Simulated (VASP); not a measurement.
Set up this calculation in VASP 6.6.1, as the native input.

```yaml
Task: single point
Functional: PBE
Potentials_or_basis: VASP PAW PBE potentials, release 64 (Hg, Te)
Cutoff: 520 eV
k_mesh: 14 × 14 × 14
Occupations: gaussian, width 0.15 eV
Spin: no spin polarisation
Dipole_correction: no
Further_INCAR_settings: ALGO = Fast; EDIFF = 1e-06; NBANDS = 16
```

The structure of HgTe lies in POSCAR:

```
HgTe
1.0
    0.0000000000      2.9540323200      3.0771170000
    3.0771170000      0.0000000000      3.0771170000
    3.0771170000      2.9540323200      0.0000000000
Hg Te
1 1
Direct
    0.0000000000      0.0000000000      0.0000000000
    0.5000000000      0.5000000000      0.5000000000
```

Measurements of this composition are mostly on another form, of space group No. 216.

The cell isn't the ideal one: strain -0.0400 x Voigt [0, 1, 0, 0, 0, 0], atoms carried along.

One way to write it, as run:

INCAR

```
SYSTEM = HgTe
  PREC = Accurate
  ENCUT = 520
  EDIFF = 1E-6
  ISMEAR = 0
  SIGMA = 0.15
  LREAL = .False.
  LASPH = .True.
  NELM = 100
  ALGO = Fast
  ISIF = 2
  LWAVE = .False.
  LCHARG = .False.
  GGA = PE
  NBANDS = 16
```

KPOINTS

```
regular mesh
0
Gamma
  14 14 14
  0 0 0
```

Potentials or basis: VASP PAW PBE potentials, release 64 (Hg, Te).

Command:

```console
$ cat potpaw_PBE.64/Hg/POTCAR potpaw_PBE.64/Te/POTCAR > POTCAR
$ mpirun -np 1 vasp_std > vasp.out
```

Results of the run:

```yaml
Pressure: 2.1 GPa
Band_gap_on_the_k_mesh: none (metal or under the smearing width)
```

Run time: 89 s on 1 thread of AMD EPYC 9R14 (Zen 4), on a shared host, peak memory 0.33 GiB.
